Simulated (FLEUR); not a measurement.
Runs of FLEUR MaX-R8.1 (later development tree) on NaF (Villiaumite). The structure is cubic, space group Fm-3m (No. 225). Conventional cell: a = 4.640 Å, b = 4.640 Å, c = 4.640 Å, α = 90.00°, β = 90.00°, γ = 90.00°. Na (site symmetry m-3m) is surrounded by 6 F at 2.32 Å. Around F (site symmetry m-3m) lie 6 Na at 2.32 Å. 

```tsv
task	level	gmax	muffin-tin radii	lnonsphr	max iterations	mixing factor	kmax	gap on the mesh (eV)	V0 of scaled cells (Å³/atom)	B0 (GPa)
band structure	PBEsol	13.9 1/bohr	Na 2.18, F 1.89 bohr	Na 9, F 8	60	0.05	4.5 1/bohr	6.15	-	-
single point	PBEsol	14.4 1/bohr	Na 2.11, F 1.83 bohr	Na 9, F 8	60	0.05	4.64 1/bohr	6.15	-	-
equation of state	PBEsol	14.4 1/bohr	Na 2.11, F 1.83 bohr	Na 9, F 8	-	-	4.64 1/bohr	-	(b)	49
single point	PBE	12.2 1/bohr	Na 2.11, F 1.83 bohr	-	60	0.05	3.93 1/bohr	6.28	-	-
equation of state	r2SCAN	14.4 1/bohr	Na 2.11, F 1.83 bohr	Na 9, F 8	-	-	4.64 1/bohr	-	(c)	51
band structure	r2SCAN	13.9 1/bohr	Na 2.18, F 1.89 bohr	Na 9, F 8	80	0.05	4.5 1/bohr	7.11	-	-
band structure	LDA	13.9 1/bohr	Na 2.18, F 1.89 bohr	Na 9, F 8	60	0.05	4.5 1/bohr	5.95	-	-
band structure	WC	13.9 1/bohr	Na 2.18, F 1.89 bohr	-	60	0.05	4.5 1/bohr	6.24	-	-
equation of state	WC	14.4 1/bohr	Na 2.11, F 1.83 bohr	-	-	-	4.64 1/bohr	-	12.51	46
band structure	PBE	13.9 1/bohr	Na 2.18, F 1.89 bohr	-	60	0.05	4.5 1/bohr	(a)	-	-
```

Alike in all rows: potentials or basis all-electron, FLAPW; no spin polarisation; cell as given; k mesh 10 × 10 × 10; smearing fermi-dirac 0.05 eV.

Problem. Fill in the values left out.

Solution. (a) 6.29; (b) 12.40; (c) 12.10.

Caveats: the meta-GGA is that of a development version, with a GGA for the radial functions and cores and without core tails (some runs).

A k mesh can miss the band edges.

Not every run made on this cell is shown here.
